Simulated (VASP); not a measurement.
A run of VASP 6.6.1:

The input INCAR:

```
SYSTEM = Mg
PREC = Accurate
ENCUT = 600
EDIFF = 1E-7
ISMEAR = -1
SIGMA = 0.05
LREAL = .FALSE.
LASPH = .TRUE.
NELM = 100
ALGO = Normal
ISIF = 3
LWAVE = .FALSE.
LCHARG = .FALSE.
GGA = MK
LUSE_VDW = .TRUE.
AGGAC = 0.0
PARAM1 = 0.1234
PARAM2 = 0.711357
ZAB_VDW = -1.8867
IBRION = 2
NSW = 40
EDIFFG = -0.005
```

File KPOINTS:

```
Automatic mesh
0
G
  7 7 7
  0 0 0
```

File POSCAR:

```
Mg
1.0
    0.0000000000      3.4835000000      3.4835000000
    3.4835000000      0.0000000000      3.4835000000
    3.4835000000      3.4835000000      0.0000000000
Mg
3
Direct
    0.0000000000      0.0000000000      0.0000000000
    0.2500000000      0.2500000000      0.2500000000
    0.7500000000      0.7500000000      0.7500000000
```

Potentials or basis: VASP PAW PBE potentials, release 64 (Mg).

Command:

```console
$ cat potpaw_PBE.64/Mg/POTCAR > POTCAR
$ mpirun -np 1 vasp_std > vasp.out
```

Hardware: 1 thread of Intel(R) Xeon(R) 6975P-C (Granite Rapids), on a shared host.

Task: How long does it take, and how much memory?

Result: Run time: 2.4 min on 1 thread of Intel(R) Xeon(R) 6975P-C (Granite Rapids) (shared host), peak memory 0.56 GiB. Counts: scf iterations 19, k points 20, ion steps 3.
